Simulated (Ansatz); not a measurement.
**AgCl: response to strain**

Aim: deform AgCl (equal xy, yz and zx engineering shear strains of -1 %) and compute stress, forces and field gradients with LAPW, PAW and all-electron datasets made for the crystal.

Program: Ansatz 0.2.0. Level of theory: DFT LDA, scalar-relativistic. These are calculated values, not measurements.

## 1. The system as given

The structure is cubic, space group Fm-3m (No. 225). The conventional cell has a = 5.546 Å, b = 5.546 Å, c = 5.546 Å, α = 90.00°, β = 90.00°, γ = 90.00°. Ag (site symmetry m-3m) is surrounded by 6 Cl at 2.77 Å. Around Cl (site symmetry m-3m) lie 6 Ag at 2.77 Å.

Structure file:

```
CELL_PARAMETERS angstrom
0.00000 2.77315 2.77315
2.77315 0.00000 2.77315
2.77315 2.77315 0.00000
ATOMIC_POSITIONS crystal
Ag 0.50000 0.50000 0.50000
Cl 0.00000 0.00000 0.00000
```

Atoms are numbered in the order of the input: Ag1, Cl2.

## 2. After the deformation

Space group Fm-3m before, R-3m after.

## 3. All-electron LAPW

File input.yaml:

```yaml
crystal:
  lattice:
    - [-0.0277315, 2.75928425, 2.75928425]
    - [2.75928425, -0.0277315, 2.75928425]
    - [2.75928425, 2.75928425, -0.0277315]
  atoms:
    - { symbol: Ag, position: [0.5, 0.5, 0.5] }
    - { symbol: Cl, position: [0.0, 0.0, 0.0] }
kpoints:
  mp_grid: { grid: [8, 8, 8] }
  band_path:
    path:
      - [0.0, 0.0, 0.0]
      - [0.5, 0.5, 0.5]
      - [0.2525443832, 0.5, 0.7474556168]
      - [-0.2525443832, 0.2525443832, 0.5]
      - [0.0, 0.0, 0.5]
      - [0.0, 0.0, 0.0]
      - [-0.3762721916, 0.0, 0.3762721916]
      - [0.0, 0.3762721916, 0.6237278084]
      - [0.0, 0.5, 0.5]
    npoints: 5
scf:
  occupations: { method: fermi_dirac, width: 0.02 }
hamiltonian:
  xc: lda
  pseudopotentials: { kind: all_electron, lapw: { basis_error: 0.0005 } }
output:
  forces: true
  stress: true
  eigenvalues: true
```

On the command line:

```console
> ansatz run input.yaml --threads 1 --pin off --max-ram 3072MiB --backend cpu --events-out ev --progress --plain --runs-dir out
```

## 4. Frozen-core PAW

File input.yaml:

```yaml
crystal:
  lattice:
    - [-0.0277315, 2.75928425, 2.75928425]
    - [2.75928425, -0.0277315, 2.75928425]
    - [2.75928425, 2.75928425, -0.0277315]
  atoms:
    - { symbol: Ag, position: [0.5, 0.5, 0.5] }
    - { symbol: Cl, position: [0.0, 0.0, 0.0] }
kpoints:
  mp_grid: { grid: [8, 8, 8] }
scf:
  occupations: { method: fermi_dirac, width: 0.02 }
hamiltonian:
  xc: lda
  pseudopotentials: { kind: paw }
output:
  forces: true
  stress: true
  eigenvalues: true
  efg: { contact_densities: true }
  write_density: true
  write_potential: true
  elf: true
  volumetric_format: npy
```

## 5. All-electron PAW on datasets made for the crystal

input.yaml: that of step 4 with these lines changed.

```diff
@@ -14,3 +14,3 @@
   xc: lda
-  pseudopotentials: { kind: paw }
+  pseudopotentials: { kind: all_electron, datasets: crystal }
 output:
@@ -20,5 +20 @@
   efg: { contact_densities: true }
-  write_density: true
-  write_potential: true
-  elf: true
-  volumetric_format: npy
```

(Steps that only read results are left out.)

**Question.** What will these runs give? Wanted: pressure; largest shear or deviatoric stress.

As calculated:

| quantity | value |
| --- | --- |
| pressure | LAPW -5.57, PAW -5.58, crystal datasets -5.57 GPa |
| largest shear or deviatoric stress (LAPW) | 0.08 GPa |

The largest part of the stress beyond the pressure is 0.08 GPa in size; the atoms are carried along and not relaxed. No run of the undeformed cell stands beside it, so the pressure holds what the given cell had before the change. PAW: stress within 0.01 GPa of LAPW. Crystal datasets: stress within 0.01 GPa of LAPW.
